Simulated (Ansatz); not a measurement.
Clean, relaxed (001) surface of BN, space group P6_3/mmc (No. 194) (top face towards +c; atoms held fixed, by place in the list: 1, 2):

```yaml
crystal:
  lattice:
    - [2.50644, 0.00000, 0.00000]
    - [-1.25322, 2.17064, 0.00000]
    - [0.00000, 0.00000, 23.61685]
  atoms:
    - { symbol: B, position: [0.33333, 0.66667, 0.35991] }
    - { symbol: N, position: [0.66667, 0.33333, 0.35991] }
    - { symbol: B, position: [0.66667, 0.33333, 0.50000] }
    - { symbol: N, position: [0.33333, 0.66667, 0.50000] }
    - { symbol: B, position: [0.33333, 0.66667, 0.64009] }
    - { symbol: N, position: [0.66667, 0.33333, 0.64009] }
```

Method: Ansatz, DFT PBE+D3(BJ), scalar-relativistic, plane waves, PAW. Cutoff 420 eV; k points 12×12×1 on the computed 6-atom cell (Γ-centred); Gaussian smearing, width 0.05 eV; no spin polarisation. The cell repeats along c with a dipole correction in the vacuum.

With the adsorbate the run is spin-polarised, so any moments that the slab's own atoms take up count into E_ads.

B (atom) is adsorbed on the top face, one adsorbate per 5.4 Å², and relaxed from 3 starting sites (fractions of a and b). The adsorption energy is E(slab + adsorbate) − E(slab) − E(free adsorbate, spin-polarised where open-shell). Heights count from the highest slab atom after relaxation. Δp counts per cell along +c. Bonded neighbours lie within 1.25 times the sum of covalent radii (1.35 for H) and, on that scale, within 12 % of the closest. With the adsorbate the cell is lengthened along c to keep the vacuum.

```
                       start ends at E_ads (eV) height (Å) shortest contact  Δp (e·Å)
     top (N) at (0.67, 0.33) (0.67, 0.33), 0 bonded neighbours       -2.77        1.86        B–N 1.95 Å    -0.061
hollow (N-B) at (0.00, 0.00) (0.00, 0.00), 0 bonded neighbours       -2.94        3.28        B–B 3.58 Å    -0.016
bridge (N-N) at (0.17, 0.83) (0.61, 0.39), 0 bonded neighbours       -2.96        3.09        B–N 3.10 Å    -0.031
```

Among the sites tried, the lowest end comes from the bridge (N-N) at (0.17, 0.83) start; the hollow (N-B) at (0.00, 0.00) start ended within 0.02 eV of it, though not always at the same place; other sites may lie lower.

Each end is the local minimum or symmetric point that its start leads to. The slab is only 6.6 Å thick, so the energies aren't converged with thickness.

An atom lies near a switch of its D3 coefficient C6 between reference coordination numbers, so the dispersion energy changes steeply there and can make or shift the minimum.